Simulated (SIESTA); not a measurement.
The system is C.

```
CELL_PARAMETERS angstrom
2.52210 0.00000 0.00000
-1.26105 2.18420 0.00000
0.00000 0.00000 8.23710
ATOMIC_POSITIONS crystal
C 0.66667 0.33333 0.84375
C 0.33333 0.66667 0.34375
C 0.66667 0.33333 0.65625
C 0.33333 0.66667 0.15625
C 0.00000 0.00000 0.90625
C 0.00000 0.00000 0.40625
C 0.00000 0.00000 0.59375
C 0.00000 0.00000 0.09375
```

This is a hexagonal form of diamond, not graphite.

Base run:

- Program: SIESTA 5.4.2
- Functional: PBE
- Potentials or basis: PseudoDojo 0.4 standard (PBE files)
- Basis: DZP (energy shift 0.003 Ry)
- Grid cutoff: 500 Ry
- Energy shift: 0.003 Ry
- k mesh: 12 × 12 × 4
- Occupations: fermi-dirac, width 0.05 eV
- Spin: no spin polarisation

Its results: band gap on the k mesh 4.56 eV, indirect (least direct gap 5.28 eV); pressure 10.8 GPa; largest force 0.331 eV/Å.

Q: The run is repeated on the same cell with these changes: basis from DZP (energy shift 0.003 Ry) to TZP (energy shift 0.01 Ry); energy shift from 0.003 Ry to 0.01 Ry. What comes out?

A: Band gap on the k mesh 4.55 eV, indirect (least direct gap 5.26 eV); pressure 8.5 GPa; largest force 0.329 eV/Å.

Caveats: the basis of atomic orbitals isn't converged, which shifts pressures, moduli and gaps.
